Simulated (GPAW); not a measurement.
# MoS2 (P6_3/mmc) in GPAW: dielectric tensor with PBE

Aim: the dielectric tensor of MoS2 with PBE.

Program: GPAW 26.7.0. These are calculated values, not measurements. Logs are shortened: lines on timing, memory, paths and dates and some standing lists are left out, and cuts for length are marked. The log counts tension as positive stress, the text compression.

**What was measured.**

From “Multiwavelength excitation Raman Scattering Analysis of bulk and 2 dimensional MoS2: Vibrational properties of atomically thin MoS2 layers”, 2015, arxiv:1506.03228, for a bulk crystal of MoS2 at 300 K: band gap 1.3 eV (indirect).

The runs below are set against these values where they give the same quantity.

### 1 The structure

Symmetry: P6_3/mmc, No. 194, hexagonal system. Conventional cell: a = 3.169 Å, b = 3.169 Å, c = 12.324 Å, α = 90.00°, β = 90.00°, γ = 120.00°. Mo (site symmetry -6m2) is surrounded by 6 S at 2.41 Å. Around S (site symmetry 3m) lie 3 Mo at 2.41 Å.

### 2 Dielectric tensor, PBE

File run.py:

```python
import numpy as np
from ase import Atoms
from ase.dft.bandgap import bandgap
from ase.io import write
from gpaw import GPAW, PW
from gpaw.response.df import DielectricFunction

atoms = Atoms(['Mo', 'Mo', 'S', 'S', 'S', 'S'],
              cell=[[3.169, 0.0, 0.0],
                    [-1.5845, 2.7444345046, 0.0],
                    [0.0, 0.0, 12.324]],
              scaled_positions=[[0.6666666667, 0.3333333333, 0.75],
                                [0.3333333333, 0.6666666667, 0.25],
                                [0.6666666667, 0.3333333333, 0.377],
                                [0.3333333333, 0.6666666667, 0.877],
                                [0.6666666667, 0.3333333333, 0.123],
                                [0.3333333333, 0.6666666667, 0.623]],
              pbc=True)

calc = GPAW(mode=PW(450),
            xc='PBE',
            kpts={'size': (8, 8, 2), 'gamma': True},
            occupations={'name': 'fermi-dirac', 'width': 0.001},
            nbands=46,
            convergence={'density': 1e-06},
            maxiter=150,
            txt='gpaw.txt')
atoms.calc = calc
energy = atoms.get_potential_energy()
calc.write('gs.gpw')
write('result.traj', atoms)
print(f'Energy: {energy:.6f} eV')
print('Fermi level:', round(calc.get_fermi_level(), 4), 'eV')
print(f'Gap: {bandgap(calc)[0]:.4f} eV, direct: {bandgap(calc, direct=True)[0]:.4f} eV')

for size in [(12, 12, 3)]:
    name = 'x'.join(str(n) for n in size)
    dense = calc.fixed_density(kpts={'size': size, 'gamma': True},
                               nbands=80, convergence={'bands': 74, 'eigenstates': 1e-7},
                               update_fermi_level=True, txt=f'dense-{name}.txt')
    dense.write(f'{name}.gpw', mode='all')
    df = DielectricFunction(f'{name}.gpw', frequencies=np.array([0.0]), hilbert=False, eta=0.001,
                            ecut=80, nbands=74, intraband=False, txt=f'df-{name}.txt')
    for xc in ['RPA']:
        for direction in ['x', 'y', 'z', [0, 1, 1], [1, 0, 1], [1, 1, 0]]:
            e0, e = df.get_macroscopic_dielectric_constant(xc=xc, direction=direction)
            print(f'{name} {xc} {direction}: {e0:.4f} without, {e:.4f} with local fields')
```

Potentials or basis: GPAW PAW data sets (gpaw-data 1.2.1), pw.

On the command line:

```
OMP_NUM_THREADS=1 python run.py
```

gpaw.txt:

```text
__  _  _
 | _ |_)|_||  |
 |__||  | ||/\| - 26.7.0

Input parameters:
  mode=PW(ecut=450.00000000000006),
  convergence={'density': 1e-06},
  kpts=MonkhorstPack(size=(8, 8, 2), gamma=True),
  maxiter=150,
  nbands=46,
  occupations=Occupations(name='fermi-dirac', width=0.001),
  xc=XC(name='PBE')

Diagonalizing LCAO Hamiltonian
Converting LCAO to pw mode

        S

           Mo
        S

           S
        Mo

           S

Atoms  # Å, Bohr magnetons
|   | symbol |         x |        y |         z |    initial magnetic moments |
|---|--------|-----------|----------|-----------|-----------------------------|
| 0 |     Mo |  1.584500 | 0.914812 |  9.243000 | ( 0.0000,  0.0000,  0.0000) |
| 1 |     Mo | -0.000000 | 1.829623 |  3.081000 | ( 0.0000,  0.0000,  0.0000) |
| 2 |      S |  1.584500 | 0.914812 |  4.646148 | ( 0.0000,  0.0000,  0.0000) |
| 3 |      S | -0.000000 | 1.829623 | 10.808148 | ( 0.0000,  0.0000,  0.0000) |
| 4 |      S |  1.584500 | 0.914812 |  1.515852 | ( 0.0000,  0.0000,  0.0000) |
| 5 |      S | -0.000000 | 1.829623 |  7.677852 | ( 0.0000,  0.0000,  0.0000) |

Unit cell  # Å
| periodic |         x |        y |         z |   lengths |     angles |
|----------|-----------|----------|-----------|-----------|------------|
|      yes |  3.169000 | 0.000000 |  0.000000 |  3.169000 |  90.000000 |
|      yes | -1.584500 | 2.744435 |  0.000000 |  3.169000 |  90.000000 |
|      yes |  0.000000 | 0.000000 | 12.324000 | 12.324000 | 120.000000 |

Number of symmetries: 12
Symmetry operations  # r_c * U_cc + t_c -> r_c
|    | kind |            matrix            |
|----|------|------------------------------|
|  0 |  σ   |  1, 1, 0,  0,-1, 0,  0, 0, 1 |
|  1 |  S6  |  1, 1, 0, -1, 0, 0,  0, 0,-1 |
|  2 |  E   |  1, 0, 0,  0, 1, 0,  0, 0, 1 |
|  3 |  C2  |  1, 0, 0, -1,-1, 0,  0, 0,-1 |
|  4 |  C2  |  0, 1, 0,  1, 0, 0,  0, 0,-1 |
|  5 |  C3  |  0, 1, 0, -1,-1, 0,  0, 0, 1 |
|  6 |  S6  |  0,-1, 0,  1, 1, 0,  0, 0,-1 |
|  7 |  σ   |  0,-1, 0, -1, 0, 0,  0, 0, 1 |
|  8 |  σ   | -1, 0, 0,  1, 1, 0,  0, 0, 1 |
|  9 |  i   | -1, 0, 0,  0,-1, 0,  0, 0,-1 |
| 10 |  C3  | -1,-1, 0,  1, 0, 0,  0, 0, 1 |
| 11 |  C2  | -1,-1, 0,  0, 1, 0,  0, 0,-1 |

BZ-sampling:
  Number of BZ points: 128
  Number of IBZ points: 20

  Monkhorst-Pack size: [8, 8, 2]
  Monkhorst-Pack shift: [0.0625, 0.0625, 0.25]

K-points  # in reciprocal-cell coordinates
|     |                                coordinates |     weight |
|-----|--------------------------------------------|------------|
|   0 | (  0.00000000,   0.00000000,   0.00000000) | 0.00781250 |
|   1 | (  0.00000000,   0.00000000,   0.50000000) | 0.00781250 |
|   2 | (  0.12500000,   0.00000000,   0.00000000) | 0.04687500 |
|   3 | (  0.12500000,   0.00000000,   0.50000000) | 0.04687500 |
|   4 | (  0.25000000,  -0.12500000,   0.00000000) | 0.04687500 |
|   5 | (  0.25000000,  -0.12500000,   0.50000000) | 0.04687500 |
|   6 | (  0.25000000,   0.00000000,   0.00000000) | 0.04687500 |
|   7 | (  0.25000000,   0.00000000,   0.50000000) | 0.04687500 |
|   8 | (  0.37500000,  -0.12500000,   0.00000000) | 0.09375000 |
|   9 | (  0.37500000,  -0.12500000,   0.50000000) | 0.09375000 |
| ... |                                            |            |
|  19 | (  0.50000000,   0.50000000,   0.50000000) | 0.02343750 |

Plane wave coefficients: 2382
Cutoff: 450.00000000000006 eV

Spin-components: 1 (collinear spins)
Bands:           46
Projectors:      32
Spin-degeneracy: 2
Datatype:        complex128

Parallelization:
  kpt:    1
  domain: 1
  band:   1

Density:
  Valence electrons: 52.0
  Components: 1
  Grid points: [16 16 63]
  Charge: 0.0  # |e|

Potential:
  Grid points: [16 16 63]

species:
  Mo:
    name:    Molybdenum
    Z:       42.0
    valence: 14
    core:    28
    charge:  0.0  # [|e|]
    compensation charges:
      type: gauss
      rc: 0.38  # [Å]
      lmax: 2
    cutoffs:
      filter: 2.16  # [Å]
      core: 1.42  # [Å]
    projectors
    | kind |    occ | energy [eV] | rcut [Å] |
    |------|--------|-------------|----------|
    |   4s |  2.000 |     -64.307 |    1.238 |
    |   5s |  1.000 |      -4.084 |    1.238 |
    |   4p |  6.000 |     -38.491 |    1.296 |
    |   5p |  0.000 |      -1.044 |    1.296 |
    |   4d |  5.000 |      -3.754 |    1.296 |
    |    d |        |      23.458 |    1.296 |

    Using partial waves for Mo as LCAO basis

  S:
    name:    Sulfur
    Z:       16.0
    valence: 6
    core:    10
    charge:  0.0  # [|e|]
    compensation charges:
      type: gauss
      rc: 0.24  # [Å]
      lmax: 2
    cutoffs:
      filter: 1.77  # [Å]
      core: 1.66  # [Å]
    projectors
    | kind |    occ | energy [eV] | rcut [Å] |
    |------|--------|-------------|----------|
    |   3s |  2.000 |     -17.254 |    0.974 |
    |   3p |  4.000 |      -7.008 |    0.979 |
    |    s |        |       9.957 |    0.974 |
    |    p |        |      20.203 |    0.979 |
    |    d |        |       0.000 |    0.900 |

    Using partial waves for S as LCAO basis

Reference energy: -263698.624853  # eV

eigensolver:
  PPCG
  Converge bands: occupied
  niter=2

density mixing:
  MSR1-Mixer
  Pratt-step length: 0.05
  Maximum mixing coefficient: 0.75
  Old densities: 10
  SVD Regularization: 0.005
  Good broyden scale: 1.0
  Trust region scale: 1.0
  Backstep threshold: 4.0
  History deletion threshold: 6.0
  Fourier metric: weight=20.0, sigma=0.015

occupation numbers:
  Fermi-Dirac:
    width: 0.0010  # eV

poisson solver:
  ecut: 3600.0000000000005  # eV

xc functional:
  name: PBE with 2 nearest neighbor stencil

convergence criteria:
- Maximum integral of absolute [dens]ity change: 1e-06 electrons / valence electron
- Maximum [total energy] change in last 3 cyles: 0.0005 eV / valence electron
- Maximum integral of absolute [eigenst]ate change: 4e-08 eV^2 / valence electron
maximum number of iterations: 150

SCF iterations
|iter     | |      energy | eigst |  dens |
|---------|-|-------------|-------|-------|
|iter:   1| |  -47.141019 | +0.50 |       |
|iter:   2| |  -46.287033 | -1.16 | -0.98 |
|iter:   3| |  -44.237378 | -1.13 | -1.05 |
|iter:   4| |  -44.121733 | -1.97 | -1.46 |
|iter:   5| |  -44.123697 | -2.58 | -1.77 |
|iter:   6| |  -44.116753c| -3.08 | -2.04 |
|iter:   7| |  -44.111567c| -4.05 | -2.53 |
|iter:   8| |  -44.111469c| -5.31 | -3.06 |
|iter:   9| |  -44.111478c| -6.23 | -3.56 |
|iter:  10| |  -44.111478c| -7.59c| -4.39 |
|iter:  11| |  -44.111478c| -8.10c| -4.96 |
|iter:  12| |  -44.111478c| -8.63c| -5.59 |
|iter:  13| |  -44.111478c| -9.16c| -6.12c|

Converged in 13 steps
Energy contributions relative to reference atoms: (reference = -263698.624853)

Energy contributions:
  Kinetic:          -1.076006
  Coulomb:         -11.072684
  Zero:             -0.354549
  External:          0.000000
  Xc:              -31.608239
  Entropy:          -0.000000
  Spinorbit:         0.000000
  ----------------------------
  Free energy:     -44.111478
  Extrapolated:    -44.111478

dipole moment: (0.000001, 0.000002, 0.000007)  # |e|*Ang

Fermi level: 9.076
Eigenvalues  # (at kpt = [0.000, 0.000, 0.000])
| band index |      eig [eV] | occ [0-2] |
|------------|---------------|-----------|
|          0 |       -53.402 |     2.000 |
|        ... |               |           |
|         18 |         4.937 |     2.000 |
|         19 |         6.019 |     2.000 |
|         20 |         6.019 |     2.000 |
|         21 |         6.065 |     2.000 |
|         22 |         6.065 |     2.000 |
|         23 |         6.993 |     2.000 |
[... 8 lines left out ...]
|         32 |        10.600 |     0.000 |
|         33 |        10.600 |     0.000 |
|        ... |               |           |
|         45 |        20.563 |     0.000 |

Gap: 0.973 eV
Transition (v -> c):
  (s=0, k=0, n=25, [0.00, 0.00, 0.00]) -> (s=0, k=8, n=26, [0.38, -0.12, 0.00])
Direct/indirect transitions are different
Direct gap: 1.911 eV
Transition at: (s=0, k=12, n=25, [0.38, 0.38, 0.00])
# Writing to gs.gpw (mode='')
```

Run time: 10 min. Hardware: 1 thread of Intel Xeon at 2.50GHz (Skylake/Cascade Lake), shared host; peak memory 0.56 GiB.

Results:

| Quantity | Value |
| --- | --- |
| Free energy | -44.1115 eV |
| Band gap on the k mesh | 0.97 eV, indirect (least direct gap 1.91 eV) |
| Electronic dielectric tensor (diagonal) | 13.57, 13.57, 5.87 |

Electronic dielectric tensor:
```
13.57  0.00  0.00
 0.00 13.57  0.00
 0.00  0.00  5.87
```

Caveat: the long-wavelength limit can be off by several per cent where d states take part; an odd mesh through Γ misses points on the zone boundary, where band edges often lie.

### 3 Comparison with measurements

Step 2. Measured gap of MoS2: 1.3 eV (indirect; 300 K; “Multiwavelength excitation Raman Scattering Analysis of bulk and 2 dimensional MoS2: Vibrational properties of atomically thin MoS2 layers”, 2015, arxiv:1506.03228). This calculation gives 0.97 eV (-0.33 eV). Spin-orbit coupling on Mo is left out. The value is that of PBE on a finite k mesh, which can miss the band edges, without temperature or zero-point motion. Semilocal functionals fall short of measured gaps as a rule.
